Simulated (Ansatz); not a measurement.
TiC: vibrational free energy, entropy and heat capacity

Level of theory: Ansatz 0.2.0, DFT PBE, scalar-relativistic, plane waves, PAW. Cutoff 420 eV, 12×12×4 k-points (Γ-centred), Fermi-Dirac smearing of 0.15 eV. No spin polarisation. Phonons by linear response, acoustic sum rule imposed.

The cell, relaxed at this level:
Space group P6_3/mmc (No. 194). a = 3.099 Å, b = 3.099 Å, c = 9.800 Å, α = 90.00°, β = 90.00°, γ = 120.00°
```csv
atom,site,symmetry,x,y,z
Ti,2c,-6m2,0.6667,0.3333,0.7500
Ti,2a,-3m.,0.0000,0.0000,0.0000
C,4f,3m.,0.3333,0.6667,0.8756
```

It was reached by relaxing an invented guess, and it needn't be the stable form of this composition. In a metal, frequencies and elastic constants depend on the k mesh and the smearing, soft modes and shear constants most. The q mesh is coarse, so values between its points are rough.

Force constants from linear response on a 3×3×1 q mesh, interpolated to a fine mesh.

Phonon density of states, in bins of 10 cm⁻¹:
bin centre (cm⁻¹), share of modes (%) and a bar:
```
        5        0.0
       15        0.0
       25        0.0
       35        0.0
       45        0.0
       55        0.0
       65        0.1
       75        0.1
       85        0.1 #
       95        0.1 #
      105        0.1 #
      115        0.2 #
      125        0.2 #
      135        0.3 #
      145        0.4 ##
      155        0.4 ##
      165        0.5 ##
      175        0.6 ###
      185        0.7 ###
      195        0.8 ####
      205        1.0 ####
      215        1.2 #####
      225        1.4 ######
      235        1.9 ########
      245        2.6 ############
      255        3.1 ##############
      265        3.9 ##################
      275        4.0 ##################
      285        3.1 ##############
      295        3.4 ###############
      305        3.0 ##############
      315        2.1 #########
      325        1.7 ########
      335        2.7 ############
      345        1.8 ########
      355        2.4 ###########
      365        3.3 ###############
      375        0.8 ####
      385        0.5 ##
      395        0.4 ##
      405        0.3 #
      415        0.2 #
      425        0.2 #
      435        0.0
      445        0.2 #
      455        0.3 #
      465        0.8 ###
      475        1.0 #####
      485        1.3 ######
      495        1.6 #######
      505        2.2 ##########
      515        0.9 ####
      525        0.2 #
      535        1.0 #####
      545        2.2 ##########
      555        6.7 ##############################
      565        4.8 #####################
      575        3.2 ##############
      585        3.8 #################
      595        2.3 ##########
      605        2.6 ############
      615        2.9 #############
      625        2.5 ###########
      635        1.7 ########
      645        1.8 ########
      655        2.3 ##########
      665        2.2 ##########
      675        1.1 #####
      685        0.5 ##
      695        0.0
```

Q: What is the zero-point energy per atom?

A: 80.1 meV.

Q: How large are the vibrational entropy and heat capacity at 300 K?

A: S = 1.59 k_B and C_V = 2.10 k_B per atom, 70 % of the Dulong–Petit value.

Q: Tabulate them against temperature.

A:
```tsv
T (K)	F_vib (meV/atom)	S (k_B/atom)	C_V (k_B/atom)
100	79.7	0.18	0.50
200	75.4	0.85	1.49
300	64.9	1.59	2.10
400	48.3	2.24	2.43
500	26.5	2.80	2.61
600	0.2	3.29	2.72
700	-30.0	3.72	2.79
800	-63.7	4.09	2.84
900	-100.4	4.43	2.87
1000	-139.9	4.73	2.89
```
